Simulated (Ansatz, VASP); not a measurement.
One calculation of TaN, two programs

```xyz
16
Lattice="0.0000 4.4173 -4.4173 4.4173 4.4173 0.0000 4.4173 0.0000 -4.4173" Properties=species:S:1:pos:R:3 pbc="T T T"
Ta    4.4173    4.4173   -2.2086
Ta    2.2086    2.2086   -2.2086
Ta    4.4173    6.6259   -4.4173
Ta    2.2086    4.4173   -4.4173
Ta    6.6259    4.4173   -4.4173
Ta    4.4173    2.2086   -4.4173
Ta    6.6259    6.6259   -6.6259
Ta    4.4173    4.4173   -6.6259
N     2.2086    0.0000   -2.2086
N     4.4173    2.2086   -2.2086
N     2.2086    2.2086   -4.4173
N     4.4173    4.4173   -4.4173
N     4.4173    0.0000   -4.4173
N     6.6259    2.2086   -4.4173
N     4.4173    2.2086   -6.6259
N     6.6259    4.4173   -6.6259
```

Alike in both runs: task single point; functional PBE; k mesh 5 × 5 × 5; occupations gaussian, width 0.1 eV; no spin polarisation.

|  | VASP | Ansatz |
| --- | --- | --- |
| version | VASP 6.6.1 | Ansatz 0.2.0 |
| potentials or method | VASP PAW PBE potentials, release 64 (Ta_pv, N) | scalar-relativistic, plane waves, PAW |
| plane-wave cutoff (eV) | 520 | 420 |
| valence electrons in the cell | 128 | 144 |

VASP gave:

- gap on the k mesh at the Fermi level (eV): none
- pressure (GPa): 0.7

Task: What did Ansatz give for the same quantities?

Result: gap on the k mesh at the Fermi level (eV): none; pressure (GPa): -0.2.

A gap of «none» marks a metal or a gap that the smearing closes. The functional is the same, so the differences come from potentials, cutoffs and numerics. The two sets of potentials don't hold the same shells in valence.

Spin-orbit coupling is left out, which matters for the levels of Ta.
